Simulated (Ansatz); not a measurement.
# Ge: strong compression

How does Ge (hcp type) answer strong compression, and how long do frozen cores keep up with all electrons? The runs shown use LAPW, crystal datasets and norm-conserving. Companion runs by PAW are cited. Its runs: the reference run (LAPW); volume scaled by 1 (crystal datasets and norm-conserving); volume scaled by 0.9 (LAPW and crystal datasets); volume scaled by 0.8 (LAPW and norm-conserving); volume scaled by 0.7 (LAPW); volume scaled by 0.6 (LAPW); volume scaled by 0.5 (LAPW and crystal datasets); volume scaled by 0.4 (LAPW, crystal datasets and norm-conserving).

This is Ge in the hcp structure; at room conditions it is diamond.

Program: Ansatz 0.2.0. Level of theory: DFT PBE, with the methods named in each step. These are calculated values, not measurements.

**1. The structure to begin with**

Symmetry: P6_3/mmc, No. 194, hexagonal system. The conventional cell has a = 2.967 Å, b = 2.967 Å, c = 5.079 Å, α = 90.00°, β = 90.00°, γ = 120.00°. Around Ge (site symmetry -6m2) lie 12 Ge at 2.97 to 3.06 Å.

As a file:

```
Ge
1.0
     2.96741    0.00000    0.00000
    -1.48371    2.56985    0.00000
     0.00000    0.00000    5.07909
Ge
2
Direct
  0.33333 0.66667 0.25000
  0.66667 0.33333 0.75000
```

Whether this phase is the stable one at these pressures isn't tested.

Atoms are numbered in the order of the input: Ge1, Ge2.

**2. The reference volume, LAPW**

File input.yaml:

```yaml
crystal:
  lattice:
    - [2.9674128292, 0.0, 0.0]
    - [-1.4837064146, 2.5698548936, 0.0]
    - [0.0, 0.0, 5.0790854339]
  atoms:
    - { symbol: Ge, position: [0.3333333333, 0.6666666667, 0.25] }
    - { symbol: Ge, position: [0.6666666667, 0.3333333333, 0.75] }
kpoints:
  mp_grid: { grid: [14, 14, 8] }
  band_path:
    path:
      - [0.0, 0.0, 0.0]
      - [0.5, 0.0, 0.0]
      - [0.3333333333, 0.3333333333, 0.0]
      - [0.0, 0.0, 0.0]
      - [0.0, 0.0, 0.5]
      - [0.5, 0.0, 0.5]
      - [0.3333333333, 0.3333333333, 0.5]
      - [0.0, 0.0, 0.5]
      - [0.5, 0.0, 0.5]
    npoints: 14
scf:
  occupations: { method: fermi_dirac, width: 0.1 }
hamiltonian:
  xc: pbe
  pseudopotentials: { kind: all_electron, lapw: { basis_error: 0.001 } }
output:
  forces: true
  stress: true
  eigenvalues: true
  populations: true
  dos: { projected: true, de: 0.2, e_range: [-14, 8] }
```

Run with:

```sh
ansatz run input.yaml --threads 1 --pin off --max-ram 2048MiB --backend cpu --events-out ev --progress --plain --runs-dir out
```

What it wrote (excerpt; [...] marks lines left out):

```text
Ge: projections on atomic orbitals take those of the free atom 1s2 2s2 2p6 3s2 3p6 3d10 4s2 4p2, of charge +0.00 (hamiltonian.pseudopotentials.projection_atoms)
LAPW: plane waves up to 7.092 Å⁻¹, error target 1.0e-3 eV per atom; small_component_spin mean_spin; Ge in spheres of 1.484 Å, 22 of its electrons in bands, Dirac shells []
[...]
Pseudopotentials: kind: all_electron
Pseudopotential: Ge, LAPW, valence charge 22, Koelling and Harmon's equation, gaussian nucleus
Functional definition: PBE
[...]
Crystal: 2 atoms, lattice volume = 38.732 Å³
Basis set: ecut = 191.64667781234823 eV, 245 PW (Γ), exchange–correlation at level 2
Bands: 27, of which v1, the nominal top of the filled ones, is band 22 counted from 1 (21 counted from 0)
Symmetry: 24 space group operations
Space group: P63/mmc (ITA 194), of the structure as read, at distance tolerance 3.4e-5 Å
k-points: 120 of 1568
[...]
SCF iter   1: F=—  HF=-114232.007084 eV  |F-HF|=—  |Δ(HF+E_count)|=         —  Δρ=5.28e-3  dr2=6.16e-3  ethr=1.39e-5  ⟨swp⟩=3.5  Hψ=22676  notcnv=0
[...]
SCF iter   7: F=-114231.982333 eV  HF=-114231.982333 eV  |F-HF|=2.65e-9  |Δ(HF+E_count)|=   1.48e-7  Δρ=4.87e-6  dr2=7.96e-9  ethr=4.20e-10  ⟨swp⟩=3.0  Hψ=10273  notcnv=0
[...]
NSCF: frozen V_eff on 113 k-points
SCF converged after 7 iterations
Free energy (F): -114231.982333 eV
[...]
E sigma→0 (E₀):  -114231.968742 eV
Entropy (-TS):   -0.027182 eV (-13.591 meV/atom)
Fermi energy:    12.338614 eV
[...]
--- Forces (eV/Å), atoms counted from 1 ---
  atom   1  Ge     0.00000000    -0.00000000     0.00000000
  atom   2  Ge     0.00000000     0.00000000     0.00000000
[...]
--- Stress (GPa, compression-positive) ---
        0.035990       0.000000       0.000000
        0.000000       0.035990       0.000000
        0.000000       0.000000       0.045008
  P = ⅓ Tr σ = 0.0390 GPa (0.390 kbar)
--- Band table (eV; the first three rows and the last of 120) ---
[...]
--- Löwdin populations: 2 sites ---
  site symbol       q [e]
     0     Ge     31.9666
     1     Ge     31.9666
  spilling = 0.001045 (of n_electrons = 64.000000)
```

It took 25 s on 1 thread of Arm Neoverse V1, shared host; peak memory 0.39 GiB.

In short: pressure 0.04 GPa; no gap.

Levels at the path's labelled points, in eV from the Fermi level:

```csv
point,band 19,band 20,band 21,band 22,band 23,band 24,band 25
Γ,-12.94,-8.36,-5.48,7.28,7.28,7.96,8.95
M,-7.97,-6.74,-2.96,-1.99,-0.77,1.38,3.09
K,-6.27,-6.27,-3.64,-0.65,-0.65,0.30,1.10
Γ,-12.94,-8.36,-5.48,7.28,7.28,7.96,8.95
A,-11.52,-11.52,0.49,0.49,8.16,8.16,8.16
L,-6.81,-6.81,-4.69,-4.69,4.14,4.14,4.44
H,-5.70,-5.70,-3.22,-3.22,-2.27,-2.27,5.46
A,-11.52,-11.52,0.49,0.49,8.16,8.16,8.16
L,-6.81,-6.81,-4.69,-4.69,4.14,4.14,4.44
```

States per cell in windows of 1 eV (zero at the Fermi level; grid of 0.20 eV, so sharp peaks spill over the borders):

```csv
from,to,total,Ge 4p,Ge 4s
-10,-9,0.52,0.21,0.31
-9,-8,0.67,0.24,0.43
-8,-7,0.75,0.22,0.52
-7,-6,0.76,0.17,0.58
-6,-5,0.46,0.08,0.38
-5,-4,0.23,0.21,0.02
-4,-3,0.88,0.75,0.12
-3,-2,0.86,0.69,0.16
-2,-1,0.95,0.75,0.18
-1,0,0.94,0.77,0.15
0,1,0.94,0.76,0.14
1,2,0.95,0.78,0.12
2,3,1.16,0.98,0.11
3,4,1.23,1.06,0.08
4,5,1.31,1.14,0.06
```

**3. Volume scaled by 1, crystal datasets**

File input.yaml:

```yaml
crystal:
  lattice:
    - [2.9674128292, 0.0, 0.0]
    - [-1.4837064146, 2.5698548936, 0.0]
    - [0.0, 0.0, 5.0790854339]
  atoms:
    - { symbol: Ge, position: [0.3333333333, 0.6666666667, 0.25] }
    - { symbol: Ge, position: [0.6666666667, 0.3333333333, 0.75] }
kpoints:
  mp_grid: { grid: [14, 14, 8] }
scf:
  occupations: { method: fermi_dirac, width: 0.1 }
hamiltonian:
  xc: pbe
  pseudopotentials: { kind: all_electron, datasets: crystal }
output:
  forces: true
  stress: true
  eigenvalues: true
```

Run with:

```sh
ansatz run input.yaml --threads 1 --pin off --max-ram 2048MiB --backend cpu --events-out ev --progress --plain --runs-dir out
```

What it wrote (excerpt; [...] marks lines left out):

```text
[...]
band count auto-derived: 10 (N_el = 8.0; filled up to band 4; 8 by the electrons, moments and atoms)
[...]
[... 1 set-up line as earlier in the session ...]
Pseudopotential: Ge, paw, valence charge 14, recommended cutoff 140 eV (normal), Koelling and Harmon's equation, gaussian nucleus
[... 1 set-up line as earlier in the session ...]
[...]
Crystal: 2 atoms, lattice volume = 38.732 Å³
Basis set: ecut = 140 eV, 135 PW (Γ), exchange–correlation on 30×30×48 points (8 copies of the dense FFT grid, shifted against one another)
Bands: 10, of which v1, the nominal top of the filled ones, is band 4 counted from 1 (3 counted from 0)
[... 2 set-up lines as earlier in the session ...]
k-points: 120 of 1568
[...]
Past the cutoffs: a stress includes 0.0004 GPa for waves and charges beyond them, in addition to the slope of what the spheres take
In the spheres:  the bands' charges fall short by 1.7e-6 e at most (sound up to 1e-3), those of shells solved beside the bands by 1.7e-7 e (sound up to 5e-4)
Fermi energy:    12.338631 eV
[...]
  The terms above E_closure are by the made datasets' own strengths, without shells solved beside the bands.
--- Forces (eV/Å), atoms counted from 1 ---
  atom   1  Ge     0.00000000    -0.00000000     0.00000000
  atom   2  Ge    -0.00000000     0.00000000     0.00000000
[...]
--- Stress (GPa, compression-positive) ---
        0.032404       0.000000       0.000000
        0.000000       0.032404       0.000000
        0.000000       0.000000       0.040833
  P = ⅓ Tr σ = 0.0352 GPa (0.352 kbar)
  It holds what live shells' own plane waves past their cutoff add
--- Band table (eV; the first three rows and the last of 120) ---
  k-point 0: bands = ["-0.5999", "3.9825", "6.8608", "19.6238", "19.6238", "20.2950", "21.2846", "21.2846"]
[...]
```

It took 5.6 s on 1 thread of Arm Neoverse V1, shared host; peak memory 0.37 GiB.

In short: pressure 0.04 GPa; no gap.

**4. Volume scaled by 1, norm-conserving**

input.yaml, as its differences from that of step 3:

```diff
@@ -14,3 +14,3 @@
   xc: pbe
-  pseudopotentials: { kind: all_electron, datasets: crystal }
+  pseudopotentials: { kind: nc }
 output:
```

Run with:

```sh
ansatz run input.yaml --threads 1 --pin off --max-ram 2048MiB --backend cpu --events-out ev --progress --plain --runs-dir out
```

What it wrote (excerpt; [...] marks lines left out):

```text
[...]
Pseudopotentials: kind: nc
Pseudopotential: Ge, nc, valence charge 14, recommended cutoff 1061.244064 eV (normal), Ge.nc.azcp
[... 1 set-up line as earlier in the session ...]
[...]
Crystal: 2 atoms, lattice volume = 38.732 Å³
Basis set: ecut = 1061.244064 eV, 3021 PW (Γ), exchange–correlation on 64×64×108 points (8 copies of the dense FFT grid, shifted against one another)
Bands: 18, of which v1, the nominal top of the filled ones, is band 14 counted from 1 (13 counted from 0)
[... 2 set-up lines as earlier in the session ...]
k-points: 120 of 1568
[...]
SCF iter   1: F=—  HF=-4860.513469 eV  |F-HF|=—  |Δ(HF+E_count)|=         —  Δρ=1.23e-2  dr2=6.66e-2  ethr=3.10e-3  ⟨swp⟩=5.0  Hψ=9845  notcnv=0
[...]
SCF iter   6: F=-4860.490926 eV  HF=-4860.490926 eV  |F-HF|=4.62e-10  |Δ(HF+E_count)|=   3.47e-7  Δρ=8.47e-6  dr2=2.20e-8  ethr=3.57e-10  ⟨swp⟩=7.0  Hψ=10350  notcnv=0
[...]
SCF converged after 6 iterations
Free energy (F): -4860.490926 eV
[...]
E sigma→0 (E₀):  -4860.477326 eV
Entropy (-TS):   -0.027200 eV (-13.600 meV/atom)
Fermi energy:    11.829858 eV
[...]
--- Forces (eV/Å), atoms counted from 1 ---
  atom   1  Ge    -0.00000000    -0.00000000     0.00000000
  atom   2  Ge    -0.00000000     0.00000000     0.00000000
[...]
--- Stress (GPa, compression-positive) ---
       -0.016743       0.000000       0.000000
        0.000000      -0.016743       0.000000
        0.000000       0.000000      -0.012303
  P = ⅓ Tr σ = -0.0153 GPa (-0.153 kbar)
--- Band table (eV; the first three rows and the last of 120) ---
  k-point 0: bands = ["-12.9187", "-12.9131", "-12.9105", "-12.9105", "-12.9051", "-12.9051", "-12.8712", "-12.8712", "-12.8279", "-12.8279", "-1.1083", "3.4737", "6.3523", "19.1113", "19.1113", "19.7816", "20.7706", "20.7706"]
[...]
```

Run time: 13 s. Hardware: 1 thread of Arm Neoverse V1, shared host; peak memory 0.42 GiB.

This run gives: pressure -0.02 GPa; no gap.

**5. Volume scaled by 0.9, LAPW**

File input.yaml:

```yaml
crystal:
  lattice:
    - [2.8659475121, 0.0, 0.0]
    - [-1.4329737561, 2.4819833514, 0.0]
    - [0.0, 0.0, 4.9005802196]
  atoms:
    - { symbol: Ge, position: [0.3333333333, 0.6666666667, 0.25] }
    - { symbol: Ge, position: [0.6666666667, 0.3333333333, 0.75] }
kpoints:
  mp_grid: { grid: [14, 14, 8] }
scf:
  occupations: { method: fermi_dirac, width: 0.1 }
hamiltonian:
  xc: pbe
  pseudopotentials: { kind: all_electron, lapw: { basis_error: 0.001 } }
output:
  forces: true
  stress: true
  eigenvalues: true
  populations: true
```

Run with:

```sh
ansatz run input.yaml --threads 1 --pin off --max-ram 2048MiB --backend cpu --events-out ev --progress --plain --runs-dir out
```

What it wrote (excerpt; [...] marks lines left out):

```text
Ge: projections on atomic orbitals take those of the free atom 1s2 2s2 2p6 3s2 3p6 3d10 4s2 4p2, of charge +0.00 (hamiltonian.pseudopotentials.projection_atoms)
LAPW: plane waves up to 7.434 Å⁻¹, error target 1.0e-3 eV per atom; small_component_spin mean_spin; Ge in spheres of 1.433 Å, 22 of its electrons in bands, Dirac shells []
[...]
[... 3 set-up lines as earlier in the session ...]
[...]
Crystal: 2 atoms, lattice volume = 34.859 Å³
Basis set: ecut = 210.53192131503482 eV, 245 PW (Γ), exchange–correlation at level 2
Bands: 27, of which v1, the nominal top of the filled ones, is band 22 counted from 1 (21 counted from 0)
[... 1 set-up line as earlier in the session ...]
Space group: P63/mmc (ITA 194), of the structure as read, at distance tolerance 3.3e-5 Å
k-points: 120 of 1568
[...]
SCF iter   7: F=-114231.887664 eV  HF=-114231.887664 eV  |F-HF|=5.82e-11  |Δ(HF+E_count)|=   1.07e-7  Δρ=5.14e-6  dr2=9.47e-9  ethr=4.11e-10  ⟨swp⟩=3.0  Hψ=10233  notcnv=0
[...]
SCF converged after 7 iterations
Free energy (F): -114231.887664 eV
[...]
E sigma→0 (E₀):  -114231.876187 eV
Entropy (-TS):   -0.022953 eV (-11.476 meV/atom)
Fermi energy:    14.178192 eV
[...]
--- Forces (eV/Å), atoms counted from 1 ---
  atom   1  Ge     0.00000000     0.00000000     0.00000000
  atom   2  Ge    -0.00000000    -0.00000000     0.00000000
[...]
--- Stress (GPa, compression-positive) ---
        8.596298       0.000000       0.000000
        0.000000       8.596298       0.000000
        0.000000       0.000000       8.594327
  P = ⅓ Tr σ = 8.5956 GPa (85.956 kbar)
--- Band table (eV; the first three rows and the last of 120) ---
[...]
--- Löwdin populations: 2 sites ---
  site symbol       q [e]
     0     Ge     31.9616
     1     Ge     31.9616
  spilling = 0.001198 (of n_electrons = 64.000000)
```

It took 20 s on 1 thread of Arm Neoverse V1, shared host; peak memory 0.39 GiB.

Read from it: pressure 8.60 GPa; no gap.

**6. Volume scaled by 0.9, crystal datasets**

input.yaml, as its differences from that of step 5:

```diff
@@ -14,3 +14,3 @@
   xc: pbe
-  pseudopotentials: { kind: all_electron, lapw: { basis_error: 0.001 } }
+  pseudopotentials: { kind: all_electron, datasets: crystal }
 output:
@@ -19,2 +19 @@
   eigenvalues: true
-  populations: true
```

Run with:

```sh
ansatz run input.yaml --threads 1 --pin off --max-ram 2048MiB --backend cpu --events-out ev --progress --plain --runs-dir out
```

What it wrote (excerpt; [...] marks lines left out):

```text
[...]
band count auto-derived: 10 (N_el = 8.0; filled up to band 4; 8 by the electrons, moments and atoms)
[...]
[... 1 set-up line as earlier in the session ...]
Pseudopotential: Ge, paw, valence charge 14, recommended cutoff 160 eV (normal), Koelling and Harmon's equation, gaussian nucleus
[... 1 set-up line as earlier in the session ...]
[...]
Crystal: 2 atoms, lattice volume = 34.859 Å³
Basis set: ecut = 160 eV, 149 PW (Γ), exchange–correlation on 30×30×48 points (8 copies of the dense FFT grid, shifted against one another)
Bands: 10, of which v1, the nominal top of the filled ones, is band 4 counted from 1 (3 counted from 0)
[... 2 set-up lines as earlier in the session ...]
k-points: 120 of 1568
[...]
Past the cutoffs: a stress includes 0.0028 GPa for waves and charges beyond them, in addition to the slope of what the spheres take
In the spheres:  the bands' charges fall short by 1.4e-7 e at most (sound up to 1e-3), those of shells solved beside the bands by 1.2e-7 e (sound up to 5e-4)
Fermi energy:    14.178216 eV
[...]
  The terms above E_closure are by the made datasets' own strengths, without shells solved beside the bands.
--- Forces (eV/Å), atoms counted from 1 ---
  atom   1  Ge    -0.00000000     0.00000000     0.00000000
  atom   2  Ge     0.00000000    -0.00000000     0.00000000
[...]
--- Stress (GPa, compression-positive) ---
        8.595106       0.000000       0.000000
        0.000000       8.595106       0.000000
        0.000000       0.000000       8.591523
  P = ⅓ Tr σ = 8.5939 GPa (85.939 kbar)
  It holds what live shells' own plane waves past their cutoff add
--- Band table (eV; the first three rows and the last of 120) ---
  k-point 0: bands = ["0.3027", "5.5370", "7.9991", "22.2367", "22.2367", "23.0603", "24.0947", "24.0947"]
[...]
```

Run time: 6.8 s. Hardware: 1 thread of Arm Neoverse V1, shared host; peak memory 0.37 GiB.

This run gives: pressure 8.59 GPa; no gap.

**7. Volume scaled by 0.8, LAPW**

File input.yaml:

```yaml
crystal:
  lattice:
    - [2.7598948783, 0.0, 0.0]
    - [-1.3799474392, 2.3901390764, 0.0]
    - [0.0, 0.0, 4.6972790818]
  atoms:
    - { symbol: Ge, position: [0.3333333333, 0.6666666667, 0.25] }
    - { symbol: Ge, position: [0.6666666667, 0.3333333333, 0.75] }
kpoints:
  mp_grid: { grid: [14, 14, 8] }
scf:
  occupations: { method: fermi_dirac, width: 0.1 }
hamiltonian:
  xc: pbe
  pseudopotentials: { kind: all_electron, lapw: { basis_error: 0.001 } }
output:
  forces: true
  stress: true
  eigenvalues: true
  populations: true
```

Run with:

```sh
ansatz run input.yaml --threads 1 --pin off --max-ram 2048MiB --backend cpu --events-out ev --progress --plain --runs-dir out
```

What it wrote (excerpt; [...] marks lines left out):

```text
Ge: projections on atomic orbitals take those of the free atom 1s2 2s2 2p6 3s2 3p6 3d10 4s2 4p2, of charge +0.00 (hamiltonian.pseudopotentials.projection_atoms)
LAPW: plane waves up to 7.816 Å⁻¹, error target 1.0e-3 eV per atom; small_component_spin mean_spin; Ge in spheres of 1.380 Å, 22 of its electrons in bands, Dirac shells []
[...]
[... 3 set-up lines as earlier in the session ...]
[...]
Crystal: 2 atoms, lattice volume = 30.986 Å³
Basis set: ecut = 232.757598687887 eV, 245 PW (Γ), exchange–correlation at level 2
Bands: 27, of which v1, the nominal top of the filled ones, is band 22 counted from 1 (21 counted from 0)
[... 1 set-up line as earlier in the session ...]
Space group: P63/mmc (ITA 194), of the structure as read, at distance tolerance 3.1e-5 Å
k-points: 120 of 1568
[...]
SCF iter   7: F=-114231.515476 eV  HF=-114231.515476 eV  |F-HF|=2.26e-9  |Δ(HF+E_count)|=   7.56e-8  Δρ=6.49e-6  dr2=1.39e-8  ethr=5.00e-10  ⟨swp⟩=2.9  Hψ=9911  notcnv=0
[...]
SCF converged after 7 iterations
Free energy (F): -114231.515476 eV
[...]
E sigma→0 (E₀):  -114231.504060 eV
Entropy (-TS):   -0.022831 eV (-11.416 meV/atom)
Fermi energy:    16.504987 eV
[...]
--- Forces (eV/Å), atoms counted from 1 ---
  atom   1  Ge     0.00000000    -0.00000000     0.00000000
  atom   2  Ge    -0.00000000     0.00000000     0.00000000
[...]
--- Stress (GPa, compression-positive) ---
       23.606234       0.000000       0.000000
        0.000000      23.606234       0.000000
        0.000000       0.000000      23.626932
  P = ⅓ Tr σ = 23.6131 GPa (236.131 kbar)
--- Band table (eV; the first three rows and the last of 120) ---
[... band rows left out ...]
[...]
--- Löwdin populations: 2 sites ---
  site symbol       q [e]
     0     Ge     31.9560
     1     Ge     31.9560
  spilling = 0.001376 (of n_electrons = 64.000000)
```

It took 20 s on 1 thread of Arm Neoverse V1, shared host; peak memory 0.39 GiB.

Read from it: pressure 23.61 GPa; no gap.

**8. Volume scaled by 0.8, norm-conserving**

input.yaml, as its differences from that of step 7:

```diff
@@ -14,3 +14,3 @@
   xc: pbe
-  pseudopotentials: { kind: all_electron, lapw: { basis_error: 0.001 } }
+  pseudopotentials: { kind: nc }
 output:
@@ -19,2 +19 @@
   eigenvalues: true
-  populations: true
```

Run with:

```sh
ansatz run input.yaml --threads 1 --pin off --max-ram 2048MiB --backend cpu --events-out ev --progress --plain --runs-dir out
```

What it wrote (excerpt; [...] marks lines left out):

```text
[...]
[... 3 set-up lines as earlier in the session ...]
[...]
Crystal: 2 atoms, lattice volume = 30.986 Å³
Basis set: ecut = 1061.244064 eV, 2455 PW (Γ), exchange–correlation on 60×60×100 points (8 copies of the dense FFT grid, shifted against one another)
Bands: 18, of which v1, the nominal top of the filled ones, is band 14 counted from 1 (13 counted from 0)
[... 2 set-up lines as earlier in the session ...]
k-points: 120 of 1568
[...]
SCF iter   1: F=—  HF=-4860.059342 eV  |F-HF|=—  |Δ(HF+E_count)|=         —  Δρ=1.72e-2  dr2=8.60e-2  ethr=3.10e-3  ⟨swp⟩=5.2  Hψ=9913  notcnv=0
[...]
SCF iter   6: F=-4860.025987 eV  HF=-4860.025987 eV  |F-HF|=1.17e-9  |Δ(HF+E_count)|=   1.89e-7  Δρ=6.10e-6  dr2=9.29e-9  ethr=3.57e-10  ⟨swp⟩=7.1  Hψ=10160  notcnv=0
[...]
SCF converged after 6 iterations
Free energy (F): -4860.025987 eV
[...]
E sigma→0 (E₀):  -4860.014570 eV
Entropy (-TS):   -0.022834 eV (-11.417 meV/atom)
Fermi energy:    15.871900 eV
[...]
--- Forces (eV/Å), atoms counted from 1 ---
  atom   1  Ge     0.00000000     0.00000000     0.00000000
  atom   2  Ge    -0.00000000     0.00000000     0.00000000
[...]
--- Stress (GPa, compression-positive) ---
       23.589883       0.000000       0.000000
        0.000000      23.589883       0.000000
        0.000000       0.000000      23.596141
  P = ⅓ Tr σ = 23.5920 GPa (235.920 kbar)
--- Band table (eV; the first three rows and the last of 120) ---
  k-point 0: bands = ["-9.1610", "-9.1542", "-9.1369", "-9.1369", "-9.1247", "-9.1247", "-9.0641", "-9.0641", "-8.9788", "-8.9788", "0.7883", "6.8762", "8.7972", "24.7549", "24.7549", "25.9318", "26.8260", "26.8260"]
[...]
```

Run time: 11 s. Hardware: 1 thread of Arm Neoverse V1, shared host; peak memory 0.38 GiB.

Read from it: pressure 23.59 GPa; no gap.

[end of part 1 of 2]
